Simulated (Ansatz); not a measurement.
A first try at a phonon calculation by linear response of Tc, space group Fm-3m, using the Ansatz DFT code, driven from Python.

The script, `dfpt_tc.py`:
```python
"""Zone-centre and zone-boundary phonons of Tc by linear response."""

from pathlib import Path

import ansatz as az
import numpy as np
from pymatgen.core import Lattice, Structure
from pymatgen.io.ase import AseAtomsAdaptor


def main() -> None:
    pmg_structure = Structure(
        Lattice([(0.0, 1.95, 1.95), (1.95, 0.0, 1.95), (1.95, 1.95, 0.0)]),
        ["Tc"],
        [
            (0.0, 0.0, 0.0),
        ],
    )
    structure = az.Crystal.from_ase(pmg_structure)

    calculation = (
        structure.calculation()
        .functional("pbesol")
        .basis(650)
        .occupations("fermi_dirac")
        .kpoints(14, 14, 14)
        .phonons("dfpt", points=[(0, 0, 0), (0.5, 0.5, 0)])
    )
    done = calculation.run(runs_dir="runs")
    ph = done.phonons

    for q in ph.qpoints:
        thz = np.asarray(q.omega_inv_cm) / 33.35641
        print("q = ({:.2f}, {:.2f}, {:.2f})".format(*q.q_frac), np.round(thz, 2) + 0.0, "THz")


if __name__ == "__main__":
    main()
```

```console
$ python dfpt_tc.py
Traceback (most recent call last):
  File "dfpt_tc.py", line 38, in <module>
    main()
    ~~~~^^
  File "dfpt_tc.py", line 19, in main
    structure = az.Crystal.from_ase(pmg_structure)
  ...
ansatz.errors.InputError: Crystal.from_ase: atoms is an ASE Atoms, got a Structure
$ echo $?
1
```
(Library frames cut from the traceback.)

Why does it end like this?

The fault: a pymatgen structure is passed where ASE atoms are read. The change:

```diff
--- before
+++ after
@@ -18,3 +18,3 @@
     )
-    structure = az.Crystal.from_ase(pmg_structure)
+    structure = az.Crystal.from_ase(AseAtomsAdaptor.get_atoms(pmg_structure))
```

With that change:

Output of `python dfpt_tc.py`:
```text
q = (0.00, 0.00, 0.00) [0. 0. 0.] THz
q = (0.50, 0.50, 0.00) [3.51 3.51 4.51] THz
```

The run is spin-unpolarised. The cell isn't relaxed first, so the values belong to this volume. This isn't the structure that Tc takes at ambient conditions. The structure is taken as given; imaginary modes can come from an unrelaxed or unstable start. Phonons of metals also depend on mesh and smearing. Wall time of the script: 33 s on 1 thread of Arm Neoverse V1, with other jobs on the host, peak memory 0.72 GiB.

(Lines on the test bed's own set-up are left out of the output.)
